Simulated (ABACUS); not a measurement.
# Ge in ABACUS: the effect of strain along c

The system is Ge.

```
Ge
1.0
     1.39715   -2.60052    0.00000
     1.39715    2.60052    0.00000
     0.00000    0.00000    2.53634
Ge
1
Direct
  0.50000 0.50000 0.00000
```

The cell isn't the ideal one: cell strained by -0.06 along c.

Alike in all runs:

* Program: ABACUS 3.10.1
* Task: single point
* Functional: PBE
* Potentials or basis: PseudoDojo NC SR 0.4.1 PBE standard
* Cutoff: 1361 eV
* Density cutoff: 5442 eV
* Basis: DZP LCAO (the cutoffs set its grid)
* k mesh: 8 × 8 × 7
* Occupations: fermi-dirac, width 0.05 eV
* Spin: no spin polarisation
* Radial cutoff of the potentials (pseudo_rcut): 7 bohr
* Orbital files: Ge Ge_confined-atom_7au_2s2p2d.orb
* SCF threshold on the density: 1e-07
* Max SCF steps: 100
* Eigensolver: genelpa
* Mixing: broyden

```csv
strain along c,pressure (GPa)
-0.06,7.3
-0.03,3.2
0,0.4
0.03,?
0.06,-2.7
```

What does the run with strain along c 0.03 give?

Pressure -1.7 GPa.

Worked out: A parabola through the other rows of the pressure, of slope -50.2 GPa per unit of strain along c there, gives -1.7 GPa, against the run's -1.7.

Caveats: the atomic orbitals were generated for these runs and aren't a published set; the basis of atomic orbitals isn't converged, which shifts pressures, moduli and gaps.
